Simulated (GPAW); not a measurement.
# A K chain with one Ag atom in line: transmission at several levels, part 2 of 2

How well does a K chain with one Ag atom in line conduct at low bias, and how far do basis and functional move the answer?

GPAW 26.7.0; GPAW LCAO, PAW setups; Landauer transmission from Green's functions with principal layers (ASE), zero bias.

So far, transmission at the Fermi level (one spin): step 2 (GPAW, dzp, PBE, GPAW) 0.377; step 3 (basis szp(dzp), PBE, GPAW) 0.403; step 4 (basis sz(dzp), PBE, GPAW) 0.437; step 5 (revPBE) 0.339.

### Step 8. Grid spacing 0.16: h = 0.16 (continued)

Transmission of the three most open eigenchannels against energy, zero at the Fermi level:

```csv
energy (eV),channel 1,channel 2,channel 3
-0.800,0,0,0
-0.600,0.0335,0,0
-0.400,0.243,0,0
-0.200,0.347,0,0
0.000,0.378,0,0
0.200,0.366,0,0
0.400,0.374,0,0
0.600,0.401,0,0
0.800,0.431,0,0
1.000,0.446,0,0
1.200,0.429,0,0
1.400,0.327,0,0
1.600,0.00631,0.00631,9.7e-8
1.800,0.238,0.238,1.2e-7
2.000,0.692,0.692,1.8e-4
```

The conductance equals that of the dzp run to 0.2 %.

### Step 9. Density threshold 0.001: conv = 0.001

The Hamiltonian is taken from the last density. The density threshold is one of the tests that end the cycle; the energy must settle too, so a loose value may not be the test that decides.

run.py reads:

```python
import json
import numpy as np
from ase import Atoms
from ase.transport.calculators import TransportCalculator
from gpaw import GPAW, FermiDirac
from gpaw.lcao.tools import get_lcao_hamiltonian
from scipy.linalg import eigh

# The junction with lead layers at both ends, along the third cell vector
device = Atoms(
    ['K', 'K', 'K', 'K', 'K', 'Ag', 'K', 'K', 'K', 'K', 'K'],
    positions=[
        [4.50000, 4.50000, 2.05000],
        [4.50000, 4.50000, 6.15000],
        [4.50000, 4.50000, 10.25000],
        [4.50000, 4.50000, 14.35000],
        [4.50000, 4.50000, 18.45000],
        [4.50000, 4.50000, 21.73010],
        [4.50000, 4.50000, 25.01020],
        [4.50000, 4.50000, 29.11020],
        [4.50000, 4.50000, 33.21020],
        [4.50000, 4.50000, 37.31020],
        [4.50000, 4.50000, 41.41020]],
    cell=[[9.0, 0.0, 0.0], [0.0, 9.0, 0.0], [0.0, 0.0, 43.4602]],
    pbc=True)

# One principal layer of the lead: the first 3 atoms of the device
lead = Atoms(
    ['K', 'K', 'K'],
    positions=[
        [4.50000, 4.50000, 2.05000],
        [4.50000, 4.50000, 6.15000],
        [4.50000, 4.50000, 10.25000]],
    cell=[[9.0, 0.0, 0.0], [0.0, 9.0, 0.0], [0.0, 0.0, 12.3]],
    pbc=True)

settings = dict(mode='lcao', basis='dzp', xc='PBE', h=0.2,
                occupations=FermiDirac(0.1), maxiter=250,
                mixer=dict(beta=0.1, nmaxold=8, weight=100.0),
                convergence=dict(density=0.001))
energies = np.arange(-2, 2 + 1e-9, 0.05)
eta = 0.0001
n1, n2 = 1, 1
# k and -k transmit alike, so half of the mesh across the current serves
mesh = [(i, j) for i in range(n1) for j in range(n2) if (i, j) <= (-i % n1, -j % n2)]
weights = np.array([1 if (i, j) == (-i % n1, -j % n2) else 2 for i, j in mesh]) / (n1 * n2)

# [... helper functions left out ...]
fermi_lead = ground_state(lead, (1, 1, 9), 'lead.txt')
fermi_device = ground_state(device, (1, 1, 2), 'device.txt')
# [... loop over the mesh left out, but for ...]
        # Shift the lead onto the potential of the device's first layer
        shift = ((H[:, 0, 0] - H0[:, 0, 0]) / S0[0, 0]).real.mean()
# [...]
kT = 8.617333e-5 * 200
bias = [0.1, 0.2, 0.5, 1.0, 1.5, 2.0]
# [... integrals and printing left out ...]
```

On the command line:

```console
> OMP_NUM_THREADS=1 OPENBLAS_NUM_THREADS=1 python run.py
```

Run time: 61 s. Hardware: 1 thread of Arm Neoverse V2, shared host; peak memory 1.5 GiB.

This step gave:

```yaml
conductance: 0.3742 G₀
largest_misfit_of_the_first_principal_layer: 0.03093 eV
shift_that_aligns_the_lead: -0.01043 eV
transmission_at_the_fermi_level_one_spin: 0.3749
```

One spin. Table of transmission, zone mean by energy, zero at the Fermi level:

```csv
energy (eV),"transmission, zone mean"
-2.000,0
-1.800,0
-1.600,0
-1.400,0
-1.200,0
-1.000,0
-0.800,0
-0.600,0.0298
-0.400,0.243
-0.200,0.344
0.000,0.375
0.200,0.364
0.400,0.371
0.600,0.398
0.800,0.429
1.000,0.446
1.200,0.429
1.400,0.322
1.600,0.0101
1.800,0.442
2.000,1.48
```

Not self-consistent under bias; the bias window is split evenly. Current through one cell, from the zero-bias transmission against bias:

```csv
bias (V),"current through one cell, from the zero-bias transmission (μA)"
0.100,2.90
0.200,5.77
0.500,14.1
1.000,26.1
1.500,34.7
2.000,43.1
```

Table of transmission of the three most open eigenchannels by energy, zero at the Fermi level:

```csv
energy (eV),channel 1,channel 2,channel 3
-2.00,0,0,0
-1.90,0,0,0
-1.80,0,0,0
-1.70,0,0,0
-1.55,0,0,0
-1.45,0,0,0
-1.35,0,0,0
-1.25,0,0,0
-1.15,0,0,0
-1.05,1.1e-12,0,0
-0.90,0,0,0
-0.80,0,0,0
-0.70,5.3e-12,0,0
-0.60,0.0298,0,0
-0.50,0.162,0,0
-0.40,0.243,0,0
-0.25,0.323,0,0
-0.15,0.360,0,0
-0.05,0.375,0,0
0.00,0.375,0,0
0.05,0.373,0,0
0.15,0.366,0,0
0.25,0.363,0,0
0.40,0.371,0,0
0.50,0.383,0,0
0.60,0.398,0,0
0.70,0.414,0,0
0.80,0.429,0,0
0.90,0.440,0,0
1.05,0.446,0,0
1.15,0.438,0,0
1.25,0.415,0,0
1.35,0.365,0,0
1.45,0.258,0,0
1.55,0.00158,2.6e-11,2.6e-11
1.70,0.0859,0.0859,1.4e-7
1.80,0.221,0.221,1.4e-7
1.90,0.436,0.436,4.9e-8
2.00,0.654,0.654,0.172
```

The conductance, 0.374 G₀, lies 0.7 % below that of the dzp run.

### Step 10. Results

| Property | Result |
| --- | --- |
| conductance | 0.377 G₀ |
| transmission at the Fermi level, mean of the spins | 0.377 |
| thermopower | about 0 (under 1.5 μV/K) |
| open channels of the lead there | 1 |

What this shows: In the dzp basis the junction conducts 0.377 G₀ at 200 K, with T = 0.377 a spin at the Fermi level; the szp basis reaches that conductance within 10 %. The scatterer reflects about 62 % of the incoming channels at the Fermi level. At the Fermi level one eigenchannel carries the current (0.38). Measured against the first run (dzp), the nearest curve is that of szp (r.m.s. 0.022) and the farthest that of dzp-revPBE (0.056). Over the compared runs wall time goes from 43 s (sz) to 80 s (dzp-revPBE), on a shared host. The geometry was built from estimated bond lengths and not relaxed, so the numbers describe this model structure. The run had no spin polarisation, so a magnetic state, which chains and small molecules with open shells often have, wasn't tested. An evenly spaced straight chain is an idealisation: free chains tend to dimerise, zigzag or, where a band edge lies near the Fermi level, turn magnetic. The currents use the zero-bias T(E) throughout, which holds only while the bias is small against the distance to the nearest feature. The energy step is wider than the thermal energy, so the conductance and thermopower rest on interpolation of T(E).

[Logs are printed without paths, hosts, clocks, repeated set-up lines and the standing remarks that a program may print on its own settings, such as how far it seeks lower states.]

[Hosts, paths, dates, database ids (printed as entryN), source tags and the programs' standing remarks are cut or masked in the printed files.]
